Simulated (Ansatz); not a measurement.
# CuO: the cost of one run

Method: DFT PBE+U, scalar-relativistic, plane waves, PAW, in Ansatz 0.2.0.

## (1) Starting point

Symmetry: C2/c, No. 15, monoclinic system. Conventional cell: a = 4.684 Å, b = 3.423 Å, c = 5.129 Å, α = 90.00°, β = 99.54°, γ = 90.00°. Cu (site symmetry -1) is surrounded by 4 O at 1.95 to 1.96 Å. O (site symmetry 2) has 4 Cu at 1.95 to 1.96 Å as nearest neighbours.

Coordinates:

```cif
data_structure
_symmetry_space_group_name_H-M 'P 1'
_symmetry_Int_Tables_number 1
_cell_length_a 2.9005
_cell_length_b 2.9005
_cell_length_c 5.1288
_cell_angle_alpha 97.690
_cell_angle_beta 97.690
_cell_angle_gamma 72.315
_cell_volume 40.54
loop_
_atom_site_label
_atom_site_type_symbol
_atom_site_fract_x
_atom_site_fract_y
_atom_site_fract_z
_atom_site_occupancy
Cu1 Cu 0.00000 0.50000 0.00000 1
Cu2 Cu 0.50000 0.00000 0.50000 1
O1 O 0.58160 0.41840 0.25000 1
O2 O 0.41840 0.58160 0.75000 1
```

The structure comes from the Crystallography Open Database.

(A quick probe on a coarse mesh, which set the mesh and smearing, is not shown.)

## (3) Rough relaxation on the coarse mesh

The input, input.yaml:

```yaml
crystal:
  lattice:
    - [2.34185, -1.7113, 0.0]
    - [2.34185, 1.7113, 0.0]
    - [-0.8500274268, 0.0, 5.0578693947]
  atoms:
    - { symbol: Cu, position: [0.0, 0.5, 0.0], spin: 0.66 }
    - { symbol: Cu, position: [0.5, 0.0, 0.5], spin: 0.66 }
    - { symbol: O, position: [0.5816, 0.4184, 0.25], spin: 0.34 }
    - { symbol: O, position: [0.4184, 0.5816, 0.75], spin: 0.34 }
basis:
  ecutwfc: 420
kpoints:
  mp_grid: { grid: [8, 8, 4] }
hamiltonian:
  xc: pbe
  hubbard: { sites: [{ species: Cu, l: d, u_eff: 4.0 }] }
scf:
  occupations: { method: gaussian, width: 0.1 }
output:
  forces: true
  stress: true
  eigenvalues: true
  populations: true
magnetization:
  spin_polarized: true
relax:
  adjacent_minimum: "off"
  f_tol: 0.05
  max_steps: 80
  cell: { stress_tol: 0.5 }
```

Launch:

```console
$ ansatz run input.yaml --threads 1 --pin off --max-ram 2560MiB --backend cpu --events-out ev --progress --plain --runs-dir out
```

Q: Estimate wall time and peak memory on 1 thread of Arm Neoverse V2, shared host.

About 4.5 min, with a peak of 0.51 GiB.
